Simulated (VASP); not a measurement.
Set up this calculation in VASP 6.6.1, as the native input.

- Task: band structure
- Functional: PBEsol
- Potentials or basis: VASP PAW PBE potentials, release 64 (Sr_sv, O)
- Cutoff: 520 eV
- k mesh: 10 × 10 × 10
- Occupations: gaussian, width 0.02 eV
- Spin: no spin polarisation
- Further INCAR settings: ALGO = Normal; EDIFF = 1e-06; NBANDS = 15

The structure of SrO lies in POSCAR:

```
SrO                                     
1.0
   -0.0000000000      2.5662572530      2.5662572530
    2.5662572530      0.0000000000      2.5662572530
    2.5662572530      2.5662572530     -0.0000000000
  Sr              O             
     1     1
Direct
     0.0000000000000000    0.0000000000000000    0.0000000000000000
     0.5000000000000000    0.5000000000000000    0.5000000000000000
```

The cell was built by a generator and needn't be a form met in nature.

These files were run (other wordings do the same):

INCAR

```
PREC = Accurate
ENCUT = 520
EDIFF = 1E-6
ISMEAR = 0
SIGMA = 0.02
LREAL = F
LASPH = T
NELM = 80
ALGO = Normal
ISIF = 2
LWAVE = F
LCHARG = F
GGA = PS
NBANDS = 15
```

KPOINTS

```
regular mesh
0
Gamma
  10 10 10
```

KPOINTS_OPT

```
path GXWKGLUWLK,UX
10
line-mode
reciprocal
 0.0000000000  0.0000000000  0.0000000000  G
 0.5000000000  0.0000000000  0.5000000000  X

 0.5000000000  0.0000000000  0.5000000000  X
 0.5000000000  0.2500000000  0.7500000000  W

 0.5000000000  0.2500000000  0.7500000000  W
 0.3750000000  0.3750000000  0.7500000000  K

 0.3750000000  0.3750000000  0.7500000000  K
 0.0000000000  0.0000000000  0.0000000000  G

 0.0000000000  0.0000000000  0.0000000000  G
 0.5000000000  0.5000000000  0.5000000000  L

 0.5000000000  0.5000000000  0.5000000000  L
 0.6250000000  0.2500000000  0.6250000000  U

 0.6250000000  0.2500000000  0.6250000000  U
 0.5000000000  0.2500000000  0.7500000000  W

 0.5000000000  0.2500000000  0.7500000000  W
 0.5000000000  0.5000000000  0.5000000000  L

 0.5000000000  0.5000000000  0.5000000000  L
 0.3750000000  0.3750000000  0.7500000000  K

 0.6250000000  0.2500000000  0.6250000000  U
 0.5000000000  0.0000000000  0.5000000000  X
```

Potentials or basis: VASP PAW PBE potentials, release 64 (Sr_sv, O).

The run is started by

```console
$ cat potpaw_PBE.64/Sr_sv/POTCAR potpaw_PBE.64/O/POTCAR > POTCAR
$ mpirun -np 1 vasp_std > vasp.out
```

It gave:

* Pressure: 0.1 GPa
* Band gap on the k mesh: 3.15 eV, indirect (least direct gap 3.23 eV)
* Band gap along the path: 3.15 eV, indirect (least direct gap 3.23 eV)

Caveat: the PAW data sets were made with another functional, which shifts forces and pressure a little.

Wall time 52 s on 1 thread of AMD EPYC 7R13 Processor (Zen 3), with other jobs on the host, peak memory 0.16 GiB.
